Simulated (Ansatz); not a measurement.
Ge3N4 with one atom moved — field gradients at the nuclei

The cell is a structure deposited in the COD, relaxed with PBE at fixed cell and then changed (atom 14 (N) moved by 0.05 Å).

```
CELL_PARAMETERS angstrom
0.00000 4.15455 4.15455
4.15455 0.00000 4.15455
4.15455 4.15455 0.00000
ATOMIC_POSITIONS crystal
Ge 0.12500 0.12500 0.12500
Ge 0.62500 0.12500 0.12500
Ge 0.12500 0.12500 0.62500
Ge 0.12500 0.62500 0.12500
Ge 0.50000 0.50000 0.50000
Ge 0.75000 0.75000 0.75000
N 0.88320 0.88320 0.88320
N 0.89960 0.36680 0.36680
N 0.88320 0.88320 0.35040
N 0.36680 0.89960 0.36680
N 0.35040 0.88320 0.88320
N 0.36680 0.36680 0.36680
N 0.88320 0.35040 0.88320
N 0.36078 0.37282 0.90562
```

Atoms are numbered from 1 in the order listed; like atoms form one site, named after its first atom.

Method: Kohn–Sham DFT in Ansatz, PBE, plane waves and PAW (field gradients read without the response of the frozen cores, which leaves them typically 4 to 6 % off), scalar-relativistic, 420 eV cutoff, Γ-centred 6×6×6 k-points, Fermi–Dirac smearing 0.02 eV.

C_Q = eQV_zz/h, which is 24.18 MHz for Q = 1 b and V_zz = 10²¹ V/m²; η = (V_xx − V_yy)/V_zz. Directions are in the Cartesian axes of the cell vectors above, for the atom listed; none is given where the gradient is under 0.02 or η is above 0.95.

```json
{"site": "Ge1", "first atom": "1", "first shell": "6 N at 2.01 Å", "V_zz (10²¹ V/m²)": "-0.93", "η": "0.15", "direction of V_zz (x, y, z)": "0.60 0.55 0.58"}
{"site": "Ge3", "first atom": "3", "first shell": "6 N at 2.01 Å", "V_zz (10²¹ V/m²)": "-0.85", "η": "0.01", "direction of V_zz (x, y, z)": "0.57 0.58 -0.58"}
{"site": "Ge4", "first atom": "4", "first shell": "6 N at 1.96–2.01 Å", "V_zz (10²¹ V/m²)": "-1.65", "η": "0.38", "direction of V_zz (x, y, z)": "0.95 -0.22 0.22"}
{"site": "Ge5", "first atom": "5", "first shell": "4 N at 1.92–1.95 Å", "V_zz (10²¹ V/m²)": "1.24", "η": "0.04", "direction of V_zz (x, y, z)": "0.45 0.63 -0.63"}
{"site": "Ge6", "first atom": "6", "first shell": "4 N at 1.92 Å", "V_zz (10²¹ V/m²)": "-0.023", "η": "0.11", "direction of V_zz (x, y, z)": "-0.56 0.59 -0.59"}
{"site": "N7", "first atom": "7", "first shell": "4 Ge at 1.92–2.01 Å", "V_zz (10²¹ V/m²)": "4.37", "η": "0.04", "direction of V_zz (x, y, z)": "0.58 0.57 0.58"}
{"site": "N8", "first atom": "8", "first shell": "4 Ge at 1.92–2.01 Å", "V_zz (10²¹ V/m²)": "4.45", "η": "0.01", "direction of V_zz (x, y, z)": "-0.58 0.58 0.58"}
{"site": "N9", "first atom": "9", "first shell": "4 Ge at 1.92–2.01 Å", "V_zz (10²¹ V/m²)": "4.36", "η": "0.01", "direction of V_zz (x, y, z)": "0.58 0.58 -0.58"}
{"site": "N10", "first atom": "10", "first shell": "4 Ge at 1.92–2.01 Å", "V_zz (10²¹ V/m²)": "4.34", "η": "0.00", "direction of V_zz (x, y, z)": "0.58 -0.58 0.58"}
{"site": "N14", "first atom": "14", "first shell": "4 Ge at 1.95–2.01 Å", "V_zz (10²¹ V/m²)": "4.31", "η": "0.08", "direction of V_zz (x, y, z)": "0.60 0.57 -0.57"}
```

At N7, N8, N9 and N10 V_zz points along its shortest bond, to Ge (within 1°) in each case.

The atoms aren't relaxed after the move (largest force 0.9 eV/Å).

Hardware: 1 thread of Intel Xeon 6975P-C (Granite Rapids) (x86_64; 8 cores open to the job, memory cap 3.0 GiB, no GPU), a shared host with a load of 0.5 a core. Wall time 60 s, CPU time 60 s, peak memory 0.79 GiB.
